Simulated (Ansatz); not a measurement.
CoO, 2 atoms in the cell. Symmetry: I4/mmm, No. 139, tetragonal system. Conventional cell: a = 3.016 Å, b = 3.016 Å, c = 4.215 Å, α = 90.00°, β = 90.00°, γ = 90.00°. Around Co (site symmetry 4/mmm) lie 6 O at 2.11 to 2.13 Å. Around O (site symmetry 4/mmm) lie 6 Co at 2.11 to 2.13 Å. 

* Program: Ansatz 0.2.0
* Task: relaxation of cell and atoms
* Functional: HSE03
* Potentials or basis: Ansatz PAW
* Cutoff: 420 eV (not typed: the program's choice for these potentials)
* k mesh: 6 × 6 × 6
* Occupations: fermi-dirac, width 0.05 eV
* Spin: collinear spin, ferromagnetic start
* Starting moments: [2.0, 0.0] μB

Potentials or basis: Ansatz PAW.

Launch:

```console
$ ansatz run input.yaml --threads 2 --pin off --max-ram 5632MiB --backend cpu --events-out ev --progress --plain --runs-dir out
```

Hardware: 2 threads of Arm Neoverse V2, with other jobs on the host.

Question: Estimate the wall time of this run.

Answer: Run time: 3 min on 2 threads of Arm Neoverse V2, with other jobs on the host, peak memory 0.8 GiB. Counts: scf iterations 181, plane waves 371, k points 30, bands 17, ion steps 9.
